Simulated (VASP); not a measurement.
# Settings for AlN: energy along a vibration (SMASS = -2)

AlN, atoms displaced along the mode, 2 atoms in the cell. LDA, energy along a line of displacements; PAW potentials Al, N (LDA set). VASP 6.6.1.

Wanted: harmonic frequency within 1 %.

Mode: optical mode at Gamma along [111].

POSCAR of the starting run:
```
AlN
1.0
    0.0000000000      2.0345180000      2.0345180000
    2.0345180000      0.0000000000      2.0345180000
    2.0345180000      2.0345180000      0.0000000000
Al N
1 1
Direct
    0.4961209934      0.4961209934      0.4961209934
    0.0074720902      0.0074720902      0.0074720902

    0.0039459544   0.0039459544   0.0039459544
   -0.0076010510  -0.0076010510  -0.0076010510
```

The series start from k mesh: 6 × 6 × 6; Cutoff (eV): 520; Step along the mode (Å): 0.02; Electronic threshold (eV): 1e-7; Precision and projection: Accurate, reciprocal space. Each series keeps the choices made before it, and each single choice may use up half of a tolerance.

## k mesh

| k mesh | Harmonic frequency (THz) | Time (s) |
|---|---|---|
| 3 × 3 × 3 | 12.38 | 2.6 |
| 4 × 4 × 4 | 12.76 | 4.1 |
| 5 × 5 × 5 | 12.86 | 6.4 |
| 6 × 6 × 6 | 12.89 | 8.6 |
| 8 × 8 × 8 | 12.9 | 20 |
| 10 × 10 × 10 (reference) | 12.91 | 34 |

Chosen: 5 × 5 × 5, the loosest value from which every tighter one stays within half of the tolerance.

## Cutoff (eV)

| Cutoff (eV) | Harmonic frequency (THz) | Time (s) |
|---|---|---|
| 280 | 12.08 | 2.2 |
| 340 | 13 | 4.0 |
| 400 | 12.94 | 4.9 |
| 460 | 12.87 | 5.0 |
| 520 | 12.86 | 6.4 |
| 600 (reference) | 12.86 | 5.5 |

Chosen: 460.

## Electronic threshold (eV)

| Electronic threshold (eV) | Harmonic frequency (THz) | Time (s) |
|---|---|---|
| 0.001 | 12.89 | 4.8 |
| 0.0001 | 12.89 | 5.0 |
| 1e-5 | 12.89 | 5.6 |
| 1e-6 | 12.89 | 6.0 |
| 1e-7 | 12.89 | 6.0 |
| 1e-8 (reference) | 12.89 | 9.1 |

Chosen: 0.001.

## Precision and projection

| Precision and projection | Harmonic frequency (THz) | Time (s) |
|---|---|---|
| Accurate, reciprocal space | 12.89 | 4.8 |
| Normal, reciprocal space | 12.89 | 2.4 |
| Normal, Auto | 12.83 | 3.1 |

Chosen: Normal, reciprocal space, the fastest of those that stay within half of the tolerance.

Also changed on the way, by series that aren't shown: Step along the mode (Å): 0.08.

## All choices together

| Input | Harmonic frequency (THz) | Time (s) |
|---|---|---|
| defaults on a coarse mesh (naive) | 12.85 | 1.3 |
| chosen settings | 12.89 | 2.4 |
| reference settings throughout | 12.9 | 36 |

The tolerance is met.

## The input

INCAR:
```
SYSTEM = AlN
GGA = CA
PREC = Normal
ENCUT = 460
EDIFF = 0.001
ALGO = Normal
LREAL = .False.
LASPH = .True.
ISMEAR = 0
SIGMA = 0.03
ISYM = 0
LWAVE = .False.
LCHARG = .False.
IBRION = 0
SMASS = -2
POTIM = 1
NSW = 9
NELMIN = 4
KPAR = 2
```

KPOINTS:
```
Automatic mesh
0
Gamma
  5 5 5
  0 0 0
```

POSCAR:
```
AlN
1.0
    0.0000000000      2.0345180000      2.0345180000
    2.0345180000      0.0000000000      2.0345180000
    2.0345180000      2.0345180000      0.0000000000
Al N
1 1
Direct
    0.4844839734      0.4844839734      0.4844839734
    0.0298883607      0.0298883607      0.0298883607

    0.0157838177   0.0157838177   0.0157838177
   -0.0304042039  -0.0304042039  -0.0304042039
```

Commands:
```
cat potpaw_LDA.64/Al/POTCAR potpaw_LDA.64/N/POTCAR > POTCAR
mpirun -np 2 vasp_std > vasp.out
```

The naive input happens to agree within the tolerance here, in 1.3 s.

Limits: NELMIN = 4 forces that many electronic steps, so a loose EDIFF looks better here than it is.

The chosen input took VASP 6.6.1 2.4 s on 2 cores (Intel Xeon 6975P-C (Granite Rapids)), a shared host.

## An input that fails: electronic threshold far too loose

It runs to its end, but against the unchanged starting input it is off by 24 % in the harmonic frequency.

Changes against the starting input:
```
- EDIFF = 1e-07
- NELMIN = 4
+ EDIFF = 0.1
```
